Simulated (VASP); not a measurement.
Wanted: the native input for a VASP 6.6.1 run.

- Task: electron localisation function
- Functional: PBE
- Dispersion: D3
- Potentials or basis: VASP PAW PBE potentials, release 64 (Mg)
- Cutoff: 500 eV
- k mesh: 11 × 11 × 11
- Occupations: fermi-dirac, width 0.05 eV
- Spin: collinear spin, random start
- Starting moments: [-0.21] μB
- Further INCAR settings: ALGO = Normal; EDIFF = 1e-07

The structure of Mg lies in POSCAR:

```
Mg
1.0
   -1.7960930206      1.7960930206      1.7960930206
    1.7960930206     -1.7960930206      1.7960930206
    1.7960930206      1.7960930206     -1.7960930206
Mg
1
Direct
    0.0000000000      0.0000000000      0.0000000000
```

This isn't the form of Mg at room conditions, which is hcp.

The cell isn't the ideal one: volume scaled by 1.04.

These files were run (other wordings do the same):

INCAR

```
  PREC = Accurate
  ENCUT = 500
  EDIFF = 1E-7
  ISMEAR = -1
  SIGMA = 0.05
  LREAL = False
  LASPH = True
  NELM = 100
  ALGO = Normal
  ISIF = 2
  LWAVE = False
  LCHARG = True
  ISPIN = 2
  MAGMOM = -0.21
  LORBIT = 11
  GGA = PE
  IVDW = 11
  LELF = True
```

KPOINTS

```
regular mesh
0
Gamma
  11 11 11
```

Potentials or basis: VASP PAW PBE potentials, release 64 (Mg).

Run with:

```console
$ cat potpaw_PBE.64/Mg/POTCAR > POTCAR
$ mpirun -np 1 vasp_std > vasp.out
```

It gave:

```yaml
Pressure: -1.5 GPa
Band_gap_on_the_k_mesh: none (metal or under the smearing width)
Net_moment: 0.00 μB per cell
Valence_electrons_inside_the_program's_atomic_spheres: Mg 0.34
Dispersion_energy_per_atom: -0.205 eV
```

Caveat: pairwise dispersion overbinds metals, which lowers pressure and volume.

Run time: 21 s on 1 thread of AMD EPYC 7R43 64-Core Processor (Zen 3) (shared host), peak memory 0.12 GiB.
